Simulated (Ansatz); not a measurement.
Space group Pm-3m (No. 221). a = 3.519 Å, b = 3.519 Å, c = 3.519 Å, α = 90.00°, β = 90.00°, γ = 90.00°
```tsv
atom	site	symmetry	x	y	z
Al	1a	m-3m	0.0000	0.0000	0.0000
Ni	3c	4/mm.m	0.0000	0.5000	0.5000
```

Equation of state of this AlNi3 structure (not necessarily the ground state), with shape and atoms relaxed at each volume where symmetry leaves them free. It has no gap at any of these volumes. The calculation used DFT PBEsol, scalar-relativistic, plane waves, PAW in Ansatz 0.2.0.

Cutoff 420 eV; k points 12×12×12 on the computed 4-atom cell (Γ-centred); Gaussian smearing, width 0.10 eV; collinear spin.

| V (Å³/atom) | E − E(largest V) (meV/atom) | P (GPa) |
| --- | --- | --- |
| 10.241 | 5.62 | 14.50 |
| 10.568 | -15.78 | 6.65 |
| 10.895 | -22.39 | 0.00 |
| 11.222 | -16.49 | -5.62 |
| 11.549 | 0.00 | -10.38 |

**Question.** Fit a third-order Birch–Murnaghan equation to E(V).

**Answer.** V0 = 10.90 Å³/atom, B0 = 204 GPa, B0' = 4.6.